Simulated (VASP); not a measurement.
Set up this calculation in VASP 6.6.1, as the native input.

```
Task                   : band structure
Functional             : PBE
Potentials or basis    : VASP PAW PBE potentials, release 64 (Al, As)
Cutoff                 : 520 eV
k mesh                 : 10 × 10 × 10
Occupations            : gaussian, width 0.02 eV
Spin                   : no spin polarisation
Further INCAR settings : ALGO = Normal; EDIFF = 1e-06
```

The structure of AlAs lies in POSCAR:

```
AlAs                                    
1.0
   -0.0000000000      2.8330683440      2.8330683440
    2.8330683440     -0.0000000000      2.8330683440
    2.8330683440      2.8330683440      0.0000000000
  Al              As            
     1     1
Direct
     0.0000000000000000    0.0000000000000000    0.0000000000000000
     0.2500000000000000    0.2500000000000000    0.2500000000000000
```

The cell was built by a generator and needn't be a form met in nature.

These files were run (other wordings do the same):

INCAR

```
PREC = Accurate ; ENCUT = 520
EDIFF = 1E-6 ; ISMEAR = 0
SIGMA = 0.02 ; LREAL = F
LASPH = T ; NELM = 100
ALGO = Normal ; ISIF = 2
LWAVE = F ; LCHARG = F
GGA = PE
```

KPOINTS

```
Automatic mesh
0
Gamma
  10 10 10
```

KPOINTS_OPT

```
path GXWKGLUWLK,UX
10
line-mode
reciprocal
 0.0000000000  0.0000000000  0.0000000000  G
 0.5000000000  0.0000000000  0.5000000000  X

 0.5000000000  0.0000000000  0.5000000000  X
 0.5000000000  0.2500000000  0.7500000000  W

 0.5000000000  0.2500000000  0.7500000000  W
 0.3750000000  0.3750000000  0.7500000000  K

 0.3750000000  0.3750000000  0.7500000000  K
 0.0000000000  0.0000000000  0.0000000000  G

 0.0000000000  0.0000000000  0.0000000000  G
 0.5000000000  0.5000000000  0.5000000000  L

 0.5000000000  0.5000000000  0.5000000000  L
 0.6250000000  0.2500000000  0.6250000000  U

 0.6250000000  0.2500000000  0.6250000000  U
 0.5000000000  0.2500000000  0.7500000000  W

 0.5000000000  0.2500000000  0.7500000000  W
 0.5000000000  0.5000000000  0.5000000000  L

 0.5000000000  0.5000000000  0.5000000000  L
 0.3750000000  0.3750000000  0.7500000000  K

 0.6250000000  0.2500000000  0.6250000000  U
 0.5000000000  0.0000000000  0.5000000000  X
```

Potentials or basis: VASP PAW PBE potentials, release 64 (Al, As).

Launch:

```console
$ cat potpaw_PBE.64/Al/POTCAR potpaw_PBE.64/As/POTCAR > POTCAR
$ mpirun -np 1 vasp_std > vasp.out
```

Results of the run:

```
Pressure                : 2.6 GPa
Band gap on the k mesh  : 1.44 eV, indirect (least direct gap 2.04 eV)
Band gap along the path : 1.44 eV, indirect (least direct gap 2.04 eV)
```

It took 41 s on 1 thread of AMD EPYC 7R43 64-Core Processor (Zen 3) (shared host), peak memory 0.15 GiB.
